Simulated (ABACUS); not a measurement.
Crystal: Ag.

```
CELL_PARAMETERS angstrom
0.00000 2.04275 2.04275
2.04275 0.00000 2.04275
2.04275 2.04275 0.00000
ATOMIC_POSITIONS crystal
Ag 0.00000 0.00000 0.00000
```

Base run:

```yaml
Program: ABACUS 3.10.1
Functional: PW91
Potentials_or_basis: SSSP 1.3 efficiency PBE
Cutoff: 748 eV
Density_cutoff: 5987 eV
Basis: plane waves
k_mesh: 9 × 9 × 9
Occupations: fermi-dirac, width 0.05 eV
Spin: no spin polarisation
```

Its results: band gap on the k mesh none (metal or under the smearing width); pressure 4.0 GPa.

Problem. The run is repeated on the same cell with these changes: functional from PW91 to WC; potentials or basis from SSSP 1.3 efficiency PBE to PseudoDojo NC SR 0.4 PBEsol stringent; cutoff from 748 eV to 1116 eV; density cutoff from 5987 eV to 4463 eV. What comes out?

Solution. Band gap on the k mesh none (metal or under the smearing width); pressure -2.3 GPa.

Caveats: the potentials were made for another functional, which shifts forces and pressure.
